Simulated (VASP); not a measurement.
# SnO (P4/nmm) in VASP: further runs

The runs below take SnO through relaxation of cell and atoms, with PBE.

Everything below comes from runs of VASP 6.6.1. Logs are shortened: lines on timing, memory, paths and dates and some standing lists are left out, and cuts for length are marked.

## 1. Starting point

Symmetry: P4/nmm, No. 129, tetragonal system. Conventional cell: a = 3.849 Å, b = 3.849 Å, c = 4.894 Å, α = 90.00°, β = 90.00°, γ = 90.00°. Sn (site symmetry 4mm) has 4 O at 2.25 Å as nearest neighbours. O (site symmetry -4m2) is surrounded by 4 Sn at 2.25 Å.

## 2. Relaxation of cell and atoms, PBE

File INCAR:

```
SYSTEM = SnO
PREC = Accurate
ENCUT = 900
EDIFF = 1E-7
ISMEAR = 0
SIGMA = 0.02
LREAL = .False.
LASPH = .True.
NELM = 100
ALGO = Normal
ISIF = 3
LWAVE = .False.
LCHARG = .False.
GGA = PE
IBRION = 2
NSW = 80
EDIFFG = -0.002
```

File KPOINTS:

```
regular mesh
0
Gamma
  8 8 6
  0 0 0
```

File POSCAR:

```
SnO
1.0
    3.8494000000      0.0000000000      0.0000000000
    0.0000000000      3.8494000000      0.0000000000
    0.0000000000      0.0000000000      4.8940000000
Sn O
2 2
Direct
    0.5000000000      0.0000000000      0.2377000000
    0.0000000000      0.5000000000      0.7623000000
    0.0000000000      0.0000000000      0.0000000000
    0.5000000000      0.5000000000      0.0000000000
```

Potentials or basis: VASP PAW PBE potentials, release 64 (Sn_d, O_h).

Started as:

```
> cat potpaw_PBE.64/Sn_d/POTCAR potpaw_PBE.64/O_h/POTCAR > POTCAR
> mpirun -np 1 vasp_std > vasp.out
```

OUTCAR:

```text
SYSTEM = SnO
   PREC = Accurate
   ENCUT = 900
   EDIFF = 1E-7
   ISMEAR = 0
   LREAL = .False.
   LASPH = .True.
   NELM = 100
   ISIF = 3
   GGA = PE
   IBRION = 2
   NSW = 80
   EDIFFG = -0.002

 ion  position               nearest neighbor table
   1  0.500  0.000  0.238-   3 2.25   4 2.25   4 2.25   3 2.25   2 3.58   2 3.58   2 3.58   2 3.58
                             2 3.74   2 3.74   2 3.74   2 3.74
   2  0.000  0.500  0.762-   3 2.25   4 2.25   3 2.25   4 2.25   1 3.58   1 3.58   1 3.58   1 3.58
                             1 3.74   1 3.74   1 3.74   1 3.74
   3  0.000  0.000  0.000-   1 2.25   2 2.25   2 2.25   1 2.25
   4  0.500  0.500  0.000-   1 2.25   2 2.25   1 2.25   2 2.25

  LATTYP: Found a simple tetragonal cell.
 ALAT       =     3.8494000000
 C/A-ratio  =     1.2713669663

  Lattice vectors:

 A1 = (   3.8494000000,   0.0000000000,   0.0000000000)
 A2 = (   0.0000000000,   3.8494000000,   0.0000000000)
 A3 = (   0.0000000000,   0.0000000000,   4.8940000000)

Analysis of symmetry for initial positions (statically):
=====================================================================
 Subroutine PRICEL returns:
 Original cell was already a primitive cell.

 Routine SETGRP: Setting up the symmetry group for a
 simple tetragonal supercell.

 Subroutine GETGRP returns: Found 16 space group operations
 (whereof  8 operations were pure point group operations)
 out of a pool of 16 trial point group operations.

The static configuration has the point symmetry D_2d.
 The point group associated with its full space group is D_4h.

Analysis of symmetry for dynamics (positions and initial velocities):
=====================================================================
 Subroutine PRICEL returns:
 Original cell was already a primitive cell.

 Routine SETGRP: Setting up the symmetry group for a
 simple tetragonal supercell.

 Subroutine GETGRP returns: Found 16 space group operations
 (whereof  8 operations were pure point group operations)
 out of a pool of 16 trial point group operations.

The dynamic configuration has the point symmetry D_2d.
 The point group associated with its full space group is D_4h.

 Subroutine INISYM returns: Found 16 space group operations
 (whereof  8 operations are pure point group operations),
 and found     1 'primitive' translations

----------------------------------------------------------------------------------------

                                     Primitive cell

  volume of cell :      72.5187

  direct lattice vectors                    reciprocal lattice vectors
     3.849400000  0.000000000  0.000000000     0.259780745  0.000000000  0.000000000
     0.000000000  3.849400000  0.000000000     0.000000000  0.259780745  0.000000000
     0.000000000  0.000000000  4.894000000     0.000000000  0.000000000  0.204331835

  length of vectors
     3.849400000  3.849400000  4.894000000     0.259780745  0.259780745  0.204331835

  position of ions in fractional coordinates (direct lattice)
     0.500000000  0.000000000  0.237700000
     0.000000000  0.500000000  0.762300000
     0.000000000  0.000000000  0.000000000
     0.500000000  0.500000000  0.000000000

  ion indices of the primitive-cell ions
   primitive index   ion index
                 1           1
                 2           2
                 3           3
                 4           4

----------------------------------------------------------------------------------------

 KPOINTS: regular mesh

Automatic generation of k-mesh.
 Grid dimensions read from file:
 generate k-points for:    8    8    6

 Generating k-lattice:

  Cartesian coordinates                     Fractional coordinates (reciprocal lattice)
     0.032472593  0.000000000  0.000000000     0.125000000  0.000000000  0.000000000
     0.000000000  0.032472593  0.000000000     0.000000000  0.125000000  0.000000000
     0.000000000  0.000000000  0.034055306     0.000000000  0.000000000  0.166666667

  Length of vectors
     0.032472593  0.032472593  0.034055306

  Shift w.r.t. Gamma in fractional coordinates (k-lattice)
     0.000000000  0.000000000  0.000000000

 Subroutine IBZKPT returns following result:
 ===========================================

 Found     60 irreducible k-points:

 Following reciprocal coordinates:
            Coordinates               Weight
  0.000000  0.000000  0.000000      1.000000
  0.125000  0.000000  0.000000      4.000000
  0.250000  0.000000  0.000000      4.000000
  0.375000  0.000000  0.000000      4.000000
  0.500000  0.000000  0.000000      2.000000
  0.125000  0.125000  0.000000      4.000000
[... 16 lines left out ...]
  0.375000  0.125000  0.166667     16.000000
  0.500000  0.125000  0.166667      8.000000
 [... further k-points ...]
   k-points           NKPTS =     60   k-points in BZ     NKDIM =     60   number of bands    NBANDS=     24
   number of dos      NEDOS =    301   number of ions     NIONS =      4
   total plane-waves  NPLWV =  76800
   dimension x,y,z NGX =    40 NGY =   40 NGZ =   48
   dimension x,y,z NGXF=    80 NGYF=   80 NGZF=   96
   ions per type =               2   2
   NGX,Y,Z   is equivalent  to a cutoff of  17.27, 17.27, 16.31 a.u.
   NGXF,Y,Z  is equivalent  to a cutoff of  34.55, 34.55, 32.61 a.u.
 SYSTEM =  SnO
   PREC   = accura    normal or accurate (medium, high low for compatibility)
   ISTART =      0    job   : 0-new  1-cont  2-samecut
   ICHARG =      2    charge: 1-file 2-atom 10-const
   ISPIN  =      1    spin polarized calculation?
   LNONCOLLINEAR =      F non collinear calculations
   LSORBIT =      F    spin-orbit coupling
   LASPH  =      T    aspherical Exc in radial PAW
   ENCUT  =  900.0 eV  66.15 Ry    8.13 a.u.   9.42  9.42 11.97*2*pi/ulx,y,z
   NELM   =    100;   NELMIN=  2; NELMDL= -5     # of ELM steps
   EDIFF  = 0.1E-06   stopping-criterion for ELM
   LREAL  =      F    real-space projection
   EDIFFG = -.2E-02   stopping-criterion for IOM
   NSW    =     80    number of steps for IOM
   IBRION =      2    ionic relax: 0-MD 1-quasi-New 2-CG
   NFREE  =      1    steps in history (QN), initial steepest desc. (CG)
   ISIF   =      3    stress and relaxation
   ISYM   =      2    0-nonsym 1-usesym 2-fastsym
   POTIM  = 0.5000    time-step for ionic-motion
   TEBEG  =    0.0;   TEEND  =   0.0 temperature during run
   PSTRESS=    0.0 pullay stress
   NELECT =      40.0000    total number of electrons
   NUPDOWN=      -1.0000    fix difference up-down
   EMIN   =  10.00;   EMAX   =-10.00  energy-range for DOS
   EFERMI =   0.00;   METHOD = LEGACY
   ISMEAR =     0;   SIGMA  =   0.02  broadening in eV -4-tet -1-fermi 0-gaus
   EFERMI_NEDOS =   21; number of points for ismear=-14 and -15
   IALGO  =     38    algorithm
   IMIX   =      4    mixing-type and parameters
     AMIX     =   0.40;   BMIX     =  1.00
     AMIX_MAG =   1.60;   BMIX_MAG =  1.00
  volume/ion in A,a.u.               =      18.13       122.35
  Fermi-wavevector in a.u.,A,eV,Ry     =   1.342594  2.537135 24.525312  1.802560
  Thomas-Fermi vector in A             =   2.470736
   LORBIT       =      0    0 simple, 1 ext, 2 COOP (PROOUT), +10 PAW based schemes
   GGA     = PE    functional components
   LHFCALC =     F    Hartree Fock is set to
   AEXX    =    0.0000 exact exchange contribution
   IVDW    =     0    specifies the selected vdW correction
   LEPSILON=     F    determine dielectric tensor
   LRPA    =     F    only Hartree local field effects (RPA)
 conjugate gradient relaxation of ions
 non-spin polarized calculation
 Gauss-broadening in eV      SIGMA  =   0.02
  energy-cutoff  :      900.00
  volume of cell :       72.52
 maximum number of plane-waves:      4480
 NGX is ok and might be reduce to    40
   NGX = 19   NGY = 19   NGZ = 23

--------------------------------------- Ionic step        1  -------------------------------------------

 number of electron      40.0000000 magnetization

 Free energy of the ion-electron system (eV)
  ---------------------------------------------------
  ext. energy  EPLUGINS =         0.00000000
  ---------------------------------------------------
  free energy    TOTEN  =       -22.72859860 eV

  energy without entropy =      -22.72859860  energy(sigma->0) =      -22.72859860

------------------------ aborting loop because EDIFF is reached ----------------------------------------

  FORCE on cell =-STRESS in cart. coord.  units (eV):
  Direction    XX          YY          ZZ          XY          YZ          ZX
  --------------------------------------------------------------------------------------
  -------------------------------------------------------------------------------------
  Total        0.4423800      0.4423800      0.3319079      0.0000000     -0.0000000      0.0000000
  in kB        9.7736335      9.7736335      7.3329399      0.0000000     -0.0000000      0.0000000
  external PRESSURE =       8.9600690 kB  Pullay stress =       0.0000000 kB
[... 95 lines left out ...]
  FREE ENERGIE OF THE ION-ELECTRON SYSTEM (eV)
  ---------------------------------------------------
  free  energy   TOTEN  =       -22.7306602215 eV

  energy  without entropy=      -22.7306602215  energy(sigma->0) =      -22.73066022

 E-fermi :   6.7656     XC(G=0): -10.0123

 val. band max:        6.6841069258   @ k =   0.0000   0.0000   0.0000
 cond. band min:       6.9638313502   @ k =   0.5000   0.5000   0.0000
 fundamental gap:      0.2797244243
 Fermi energy:         6.7656079248

 k-point     1 :       0.0000    0.0000    0.0000
  band No.  band energies     occupation
      1     -15.0921      2.00000
      2     -14.7307      2.00000
      3     -14.7307      2.00000
      4     -14.7291      2.00000
      5     -14.6993      2.00000
      6     -14.6868      2.00000
[... 637 lines left out ...]
     23      11.7237      0.00000
     24      11.7237      0.00000

 [... further k-points ...]

[... ionic steps 4 to 11 ...]

--------------------------------------- Ionic step       12  -------------------------------------------

 number of electron      39.9999999 magnetization

------------------------ aborting loop because EDIFF is reached ----------------------------------------

  FORCE on cell =-STRESS in cart. coord.  units (eV):
  Direction    XX          YY          ZZ          XY          YZ          ZX
  --------------------------------------------------------------------------------------
  -------------------------------------------------------------------------------------
  Total        0.0025344      0.0025344      0.0081309      0.0000000     -0.0000000      0.0000000
  in kB        0.0545760      0.0545760      0.1750923      0.0000000     -0.0000000      0.0000000
  external PRESSURE =       0.0947481 kB  Pullay stress =       0.0000000 kB
[... 61 lines left out ...]
  energy  without entropy=      -22.7334514453  energy(sigma->0) =      -22.73345145

--------------------------------------- Ionic step       14  -------------------------------------------

 number of electron      39.9999999 magnetization

 Free energy of the ion-electron system (eV)
  ---------------------------------------------------
  ext. energy  EPLUGINS =         0.00000000
  ---------------------------------------------------
  free energy    TOTEN  =       -22.73345152 eV

  energy without entropy =      -22.73345152  energy(sigma->0) =      -22.73345152

 E-fermi :   6.6765     XC(G=0):  -9.9365

 val. band max:        6.5535125749   @ k =   0.0000   0.0000   0.0000
 cond. band min:       6.9209081563   @ k =   0.5000   0.5000   0.0000
 fundamental gap:      0.3673955814
 Fermi energy:         6.6764677186

 k-point     1 :       0.0000    0.0000    0.0000
  band No.  band energies     occupation
      1     -15.2172      2.00000
      2     -14.8529      2.00000
      3     -14.8510      2.00000
      4     -14.8510      2.00000
      5     -14.8204      2.00000
      6     -14.8068      2.00000
[... 637 lines left out ...]
     23      11.6257      0.00000
     24      11.6257      0.00000

 [... further k-points ...]

------------------------ aborting loop because EDIFF is reached ----------------------------------------

  FORCE on cell =-STRESS in cart. coord.  units (eV):
  Direction    XX          YY          ZZ          XY          YZ          ZX
  --------------------------------------------------------------------------------------
  -------------------------------------------------------------------------------------
  Total       -0.0055570     -0.0055570      0.0005555      0.0000000      0.0000000      0.0000000
  in kB       -0.1196604     -0.1196604      0.0119609      0.0000000      0.0000000      0.0000000
  external PRESSURE =      -0.0757867 kB  Pullay stress =       0.0000000 kB
[... 19 lines left out ...]
  FREE ENERGIE OF THE ION-ELECTRON SYSTEM (eV)
  ---------------------------------------------------
  free  energy   TOTEN  =       -22.7334515203 eV

  energy  without entropy=      -22.7334515203  energy(sigma->0) =      -22.73345152

 reached required accuracy - stopping structural energy minimisation
```

It took 18 min on 1 thread of Intel Xeon Platinum 8375C at 2.90GHz (Ice Lake), shared host; peak memory 0.42 GiB.

What came out:

| Quantity | Value |
| --- | --- |
| Free energy | -22.7335 eV |
| Relaxed volume | 18.60 Å³/atom |
| Relaxed cell | a = 3.866 Å, b = 3.866 Å, c = 4.979 Å, α = 90.00°, β = 90.00°, γ = 90.00° |
| Space group after relaxing (to 0.05 Å) | P4/nmm (No. 129) |
| Energy gained by relaxing | 1.2 meV/atom |
| Ionic steps | 14 |
| Pressure after relaxing | 0.0 GPa |
| Band gap on the k mesh | 0.37 eV, indirect (least direct gap 1.97 eV) |

The path:
| step | energy change (eV) | largest force (eV/Å) | pressure (GPa) | volume (Å³) |
| --- | --- | --- | --- | --- |
| 1 | 0.0000 | 0.0034 | 0.90 | 72.52 |
| 2 | -0.0016 | 0.1810 | -0.42 | 73.59 |
| 3 | -0.0021 | 0.1249 | -0.02 | 73.24 |
| 4 | -0.0031 | 0.0654 | 0.01 | 73.49 |
| 5 | -0.0035 | 0.0092 | 0.02 | 73.72 |
| 6 | -0.0035 | 0.0000 | 0.03 | 73.76 |
| 7 | -0.0041 | 0.0037 | 0.05 | 73.92 |
| 8 | -0.0048 | 0.0138 | 0.07 | 74.32 |
| 9 | -0.0048 | 0.0151 | 0.06 | 74.38 |
| 10 | -0.0048 | 0.0144 | 0.06 | 74.36 |
| 11 | -0.0048 | 0.0324 | -0.16 | 74.50 |
| 12 | -0.0049 | 0.0014 | 0.01 | 74.40 |
| 13 | -0.0049 | 0.0009 | -0.01 | 74.41 |
| 14 | -0.0049 | 0.0014 | -0.01 | 74.40 |

Final structure:
```
CELL_PARAMETERS angstrom
3.86578 0.00000 0.00000
0.00000 3.86578 0.00000
0.00000 0.00000 4.97878
ATOMIC_POSITIONS crystal
Sn 0.50000 0.00000 0.23321
Sn 0.00000 0.50000 0.76679
O 0.00000 0.00000 0.00000
O 0.50000 0.50000 0.00000
```

Levels at points of the mesh, in eV from the valence-band top:
| k point | band 16 | band 17 | band 18 | band 19 | band 20 | band 21 | band 22 | band 23 | band 24 |
| --- | --- | --- | --- | --- | --- | --- | --- | --- | --- |
| (0.00, 0.00, 0.00) | -5.85 | -3.18 | -2.90 | -2.90 | 0.00 | 1.97 | 4.24 | 4.80 | 4.80 |
| (0.50, 0.00, 0.00) | -4.64 | -4.49 | -4.49 | -2.41 | -2.41 | 3.10 | 3.10 | 5.79 | 5.79 |
| (0.50, 0.50, 0.00) | -4.76 | -2.26 | -2.26 | -1.77 | -1.77 | 0.37 | 0.37 | 4.55 | 4.55 |
| (0.00, 0.00, 0.50) | -3.31 | -3.23 | -2.91 | -2.91 | -1.96 | 1.73 | 3.17 | 3.17 | 3.71 |
| (0.50, 0.00, 0.50) | -5.06 | -4.46 | -4.46 | -1.56 | -1.56 | 2.53 | 2.53 | 5.47 | 5.47 |
| (0.50, 0.50, 0.50) | -5.14 | -2.45 | -2.45 | -2.26 | -2.26 | 2.53 | 2.53 | 3.87 | 3.87 |

Caveat: the cutoff is under 1.25 times the usual one of these potentials, so pressure, stress and relaxed cells hold a basis-set (Pulay) error; spin-orbit coupling is left out, which moves the levels of the heavy elements.

## 3. Relaxation of cell and atoms, PBE

This run uses another cell than the first one, of 18.60 Å³/atom, 1.026 times its volume.

INCAR is that of step 2.

KPOINTS is that of step 2.

File POSCAR:

```
SnO                                     
1.0
    3.8657812818      0.0000000000      0.0000000000
    0.0000000000      3.8657812818     -0.0000000000
    0.0000000000     -0.0000000000      4.9787841040
  Sn              O             
     2     2
Direct
     0.5000000000000000    0.0000000000000000    0.2332083272655725
     0.0000000000000000    0.5000000000000000    0.7667916727344276
     0.0000000000000000    0.0000000000000000    1.0000000000000000
     0.5000000000000000    0.5000000000000000    1.0000000000000000
```

Potentials or basis: VASP PAW PBE potentials, release 64 (Sn_d, O_h).

Started as:

```
> cat potpaw_PBE.64/Sn_d/POTCAR potpaw_PBE.64/O_h/POTCAR > POTCAR
> mpirun -np 1 vasp_std > vasp.out
```

Run time: 17 min. Hardware: 1 thread of Intel Xeon Platinum 8375C at 2.90GHz (Ice Lake), shared host; peak memory 0.41 GiB.

Results (log left out):

- Free energy: -22.7379 eV
- Relaxed volume: 18.70 Å³/atom
- Relaxed cell: a = 3.866 Å, b = 3.866 Å, c = 5.005 Å, α = 90.00°, β = 90.00°, γ = 90.00°
- Space group after relaxing (to 0.05 Å): P4/nmm (No. 129)
- Energy gained by relaxing: 0.1 meV/atom
- Ionic steps: 13
- Pressure after relaxing: 0.0 GPa
- Band gap on the k mesh: 0.40 eV, indirect (least direct gap 1.95 eV)

The path:
| step | energy change (eV) | largest force (eV/Å) | pressure (GPa) | volume (Å³) |
| --- | --- | --- | --- | --- |
| 1 | 0.0000 | 0.0001 | 0.10 | 74.40 |
| 2 | 0.0000 | 0.0239 | -0.03 | 74.53 |
| 3 | 0.0000 | 0.0218 | -0.02 | 74.52 |
| 4 | -0.0001 | 0.0193 | -0.03 | 74.57 |
| 5 | -0.0002 | 0.0123 | -0.04 | 74.71 |
| 6 | -0.0001 | 0.0018 | -0.05 | 75.01 |
| 7 | -0.0002 | 0.0069 | -0.03 | 74.83 |
| 8 | -0.0002 | 0.0060 | -0.03 | 74.84 |
| 9 | -0.0002 | 0.0065 | -0.01 | 74.83 |
| 10 | -0.0002 | 0.0042 | 0.00 | 74.80 |
| 11 | -0.0002 | 0.0025 | 0.01 | 74.80 |
| 12 | -0.0002 | 0.0019 | -0.01 | 74.82 |
| 13 | -0.0002 | 0.0006 | -0.01 | 74.81 |

Final structure:
```
CELL_PARAMETERS angstrom
3.86616 0.00000 0.00000
0.00000 3.86616 0.00000
0.00000 0.00000 5.00490
ATOMIC_POSITIONS crystal
Sn 0.50000 0.00000 0.23213
Sn 0.00000 0.50000 0.76787
O 0.00000 0.00000 0.00000
O 0.50000 0.50000 0.00000
```

Levels at points of the mesh, in eV from the valence-band top:
```tsv
k point	band 17	band 18	band 19	band 20	band 21	band 22	band 23	band 24
(0.00, 0.00, 0.00)	-3.17	-2.89	-2.89	0.00	1.95	4.20	4.82	4.82
(0.50, 0.00, 0.00)	-4.48	-4.48	-2.40	-2.40	3.08	3.08	5.76	5.76
(0.50, 0.50, 0.00)	-2.25	-2.25	-1.76	-1.76	0.40	0.40	4.55	4.55
(0.00, 0.00, 0.50)	-3.22	-2.90	-2.90	-1.96	1.73	3.21	3.21	3.73
(0.50, 0.00, 0.50)	-4.45	-4.45	-1.56	-1.56	2.51	2.51	5.49	5.49
(0.50, 0.50, 0.50)	-2.42	-2.42	-2.25	-2.25	2.55	2.55	3.83	3.83
```

Caveat: the cutoff is under 1.25 times the usual one of these potentials, so pressure, stress and relaxed cells hold a basis-set (Pulay) error; spin-orbit coupling is left out, which moves the levels of the heavy elements. PBE usually gives volumes a little too large and moduli too small.
